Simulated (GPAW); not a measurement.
The system is Bi.

```
Bi
1.0
    -1.98143    1.98143    1.98143
     1.98143   -1.98143    1.98143
     1.98143    1.98143   -1.98143
Bi
1
Cartesian
  0.0000 0.0000 0.0000
```

This isn't the form of Bi at room conditions, which is rhombohedral.

- Program: GPAW 26.7.0
- Task: relaxation of cell and atoms
- Functional: PBEsol
- Dispersion: D4
- Potentials or basis: PAW data sets generated in the run's folder for this functional
- Cutoff: 600 eV
- Basis: pw
- k mesh: 9 × 9 × 9
- Occupations: fermi-dirac, width 0.05 eV
- Spin: no spin polarisation

At the start: pressure -3.7 GPa; volume 31.12 Å³/atom.

**Question.** How do energy, volume and symmetry change on relaxing?

**Answer.** Over 9 steps the energy falls by 23.8 meV/atom and the volume is 29.13 Å³/atom (-6.4 %); space group Im-3m (No. 229, to 0.05 Å).

The path:
| step | energy change (eV) | largest force (eV/Å) | pressure (GPa) | volume (Å³) |
| --- | --- | --- | --- | --- |
| 1 | 0.0000 | 0.0000 | -3.71 | 31.12 |
| 2 | -0.0130 | 0.0000 | -2.62 | 30.45 |
| 3 | -0.0234 | 0.0000 | -0.56 | 29.36 |
| 4 | -0.0185 | 0.0000 | 2.00 | 28.22 |
| 5 | -0.0194 | 0.0000 | 1.82 | 28.29 |
| 6 | -0.0208 | 0.0000 | 1.47 | 28.43 |
| 7 | -0.0223 | 0.0000 | 1.00 | 28.63 |
| 8 | -0.0235 | 0.0000 | 0.46 | 28.87 |
| 9 | -0.0238 | 0.0000 | -0.10 | 29.13 |

Final structure:
```
Bi
1.0
    -1.93842    1.93842    1.93842
     1.93842   -1.93842    1.93842
     1.93842    1.93842   -1.93842
Bi
1
Direct
  0.00000 0.00000 0.00000
```

Caveat: later steps reuse the first step's grids; pairwise dispersion overbinds metals, which lowers pressure and volume.
